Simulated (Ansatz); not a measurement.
Level of theory: DFT PBE, scalar-relativistic, plane waves, PAW (Ansatz 0.2.0). Settings: cutoff 420 eV, Γ-centred meshes spaced at most about 0.3 Å⁻¹, and about 0.25 Å⁻¹ or finer for metals (2π included), Gaussian smearing. No spin polarisation.

Temperature and zero-point effects are left out.

Two relaxed structures of HfC₄:

1.

Space group Pmmm (No. 47). a = 4.317 Å, b = 4.493 Å, c = 5.040 Å, α = 90.00°, β = 90.00°, γ = 90.00°
| atom | site | symmetry | x | y | z |
| --- | --- | --- | --- | --- | --- |
| Hf | 1d | mmm | 0.5000 | 0.0000 | 0.5000 |
| Hf | 1a | mmm | 0.0000 | 0.0000 | 0.0000 |
| C | 4x | .m. | 0.1663 | 0.5000 | 0.7521 |
| C | 2l | 2mm | 0.3305 | 0.5000 | 0.5000 |
| C | 2k | 2mm | 0.3323 | 0.5000 | 0.0000 |

2.

Space group P-3m1 (No. 164). a = 4.321 Å, b = 4.321 Å, c = 10.232 Å, α = 90.00°, β = 90.00°, γ = 120.00°
```json
{"atom": "Hf", "site": "1a", "symmetry": "-3m.", "x": "0.0000", "y": "0.0000", "z": "0.0000"}
{"atom": "Hf", "site": "2d", "symmetry": "3m.", "x": "0.3333", "y": "0.6667", "z": "0.3976"}
{"atom": "C", "site": "12j", "symmetry": "1", "x": "0.6663", "y": "0.6671", "z": "0.8012"}
```

Question: Which would you expect to be lower, and how large is the difference?

Answer: Cell 1 is lower, by 33 meV/atom. Cell 1 has space group Pmmm (No. 47), 9.8 Å³/atom and no gap on its mesh; cell 2 has space group P-3m1 (No. 164), 11.0 Å³/atom and no gap. Counting C atoms around Hf (those within 1.25 times the shortest such distance or 1.15 times the sum of covalent radii; a slash parts the counts of unlike sites), cell 1 has Hf 4/12 and cell 2 has Hf 6/12. Cell 1 and cell 2 both hold C–C nets. The denser one is the lower, and pressure would at first widen the difference. Even the lower one lies +0.31 eV/atom against the reference forms of the elements (uncorrected), so neither is stable at this level. In cell 1, Hf on its first site is surrounded by 4 C at 2.36 Å; Hf on its second site has 12 C at 2.67 Å; C on a site of symmetry m has 3 C at 1.44–1.46 Å, 6 C at 2.49–2.54 Å and 2 Hf at 2.67 Å; 2 more sites not described. In cell 2, around Hf on a site of symmetry -3m lie 12 C at 2.49 Å; around Hf on a site of symmetry 3m lie 6 C at 2.49 Å; C has 3 C at 1.44–1.45 Å, 6 C at 2.49–2.50 Å and 2 Hf at 2.49 Å. Both come from invented guesses.

Spin–orbit coupling, which can matter for Hf, is left out. Cells relaxed within their symmetry can be saddle points.
